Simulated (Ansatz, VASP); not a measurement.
**One calculation of BaS, two programs**

```
Ba S
1.0
     0.00000    3.13961    3.13961
     3.13961    0.00000    3.13961
     3.13961    3.13961    0.00000
Ba S
1 1
Direct
  0.00000 0.00000 0.00000
  0.50000 0.50000 0.50000
```

Change from the starting cell: volume scaled by 0.95, PAW files.

Alike in both runs: task electric field gradients; functional PBE; k mesh 8 × 8 × 8; occupations fermi-dirac, width 0.02 eV; no spin polarisation.

|  | VASP | Ansatz |
| --- | --- | --- |
| version | VASP 6.6.1 | Ansatz 0.2.0 |
| potentials or method | VASP PAW PBE potentials, release 64 (Ba_sv, S) | PAW with Ansatz's default frozen-core files, scalar-relativistic |
| plane-wave cutoff (eV) | 520 | 420 |
| valence electrons in the cell | 16 | 16 |

```tsv
	VASP	Ansatz	Ansatz less VASP
gap on the k mesh at the Fermi level (eV)	2.01	2.12	+0.111
pressure (GPa)	4.2	3.4	-0.72
Vzz of the field gradient on the site that differs most (V/Å²)	0.0	0.0	0.00
```

Ansatz warned: «gradients_without_spin_orbit».

Caveats: spin-orbit coupling is left out, which moves the levels of the heavy elements. A k mesh can miss the band edges.
